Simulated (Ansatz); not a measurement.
**MgO: zone-centre modes under pressure**

MgO, Fm-3m, a = 4.214 Å. Ansatz: PBEsol, PAW, 420 eV, Γ-centred 10×10×10 mesh on 2 atoms, fixed occupations; no spin polarisation. Cell and atoms are relaxed at each pressure with the symmetry kept; optical modes at Γ by linear response, in cm⁻¹, the highest, without the LO field.

| P (GPa) | V (Å³/atom) | ω1 |
| --- | --- | --- |
| 0 | 9.355 | 387.5 |
| 5 | 9.080 | 415.4 |
| 11 | 8.797 | 445.4 |
| 22 | 8.371 | ? |

Task: Get the mode's Grüneisen parameter γ = −d ln ω/d ln V from the other rows and predict the missing frequency.

Result: ln(V/V0) = 0.0000, -0.0298, -0.0615, -0.1111; a line through ln(ω/ω0) of the 3 known rows gives ω1: γ = 2.264 (intercept 0.0007), predicted 498.7, computed 493.2. The miss is 1.1 %: γ isn't constant over this range.

Cost: 4 runs of about 0.44 core-minutes in all, on Intel Xeon Platinum 8488C (Sapphire Rapids) (shared hosts).